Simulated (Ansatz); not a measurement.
Ligand exchange: BH(CH3)I + C4H10O → BH(CH3)(OH) + C4H9I

Species: BH(CH3)I, singlet; C4H10O (tert-butanol) `CC(C)(C)O`, singlet; BH(CH3)(OH), singlet; C4H9I (tert-butyl iodide) `CC(C)(C)I`, singlet. The partners trade I for OH: B–I and C–OH bonds give way to B–OH and C–I.

Shapes, held fixed at every level: PBE0-D4/def2-TZVP. Flexible molecules stand in one conformer, not always the lowest. Programs: Ansatz 0.2.0. Electronic energies: no zero-point or thermal term.

(1) Estimate ΔE of this reaction.

Answers

(1) The highest level, CCSD(T)/def2-TZVPP, gives ΔE = -100.3 kJ/mol; the levels span -100.3 to -86.6. The column of differences is taken from that level and isn't an error. No measured value is set beside it here. For atoms past krypton def2 sets carry core potentials with scalar relativity. Correlated rows may include outer-core shells of I, which these sets cover unevenly.

| level | kind | ΔE (kJ/mol) | less CCSD(T)/def2-TZVPP |
| --- | --- | --- | --- |
| HF/def2-SVP | Hartree–Fock | -86.6 | +13.7 |
| SPW92/def2-TZVPP | LDA | -95.8 | +4.5 |
| PBE-D4/def2-TZVPP | GGA | -97.0 | +3.3 |
| r2SCAN-D4/def2-TZVPP | meta-GGA | -95.5 | +4.8 |
| BHLYP-D4/def2-TZVPP | global hybrid | -99.8 | +0.5 |
| wB97M-V/def2-TZVPP | range-separated hybrid | -98.2 | +2.1 |
| CCSD/def2-TZVPP | coupled cluster or CI | -97.8 | +2.5 |
| CCSD(T)/def2-TZVPP | coupled cluster or CI | -100.3 | 0.0 |

The exchange is strongly exothermic at every level, with CCSD(T) giving -100.3 kJ/mol. The driving force is most likely the exceptional strength of the B–O bond. Oxygen is much more electronegative than boron, and its compact lone pair donates into boron's empty p orbital, whereas the diffuse lone pairs of iodine overlap with that orbital less well. Carbon in the tert-butyl group has no comparable vacant orbital, so exchanging C–O for C–I costs less than boron gains.

Each side has the same number of bonds to boron and carbon, which probably lets many errors cancel and keeps the def2-TZVPP results close together. The Hartree–Fock value stands apart, but it also uses a smaller basis, so its offset can't be assigned to missing correlation alone. Nor does agreement improve steadily from LDA through GGA to meta-GGA. The reaction energy supports a strong preference for oxygen on boron, but doesn't establish a facile pathway or exclude competing elimination to isobutene.
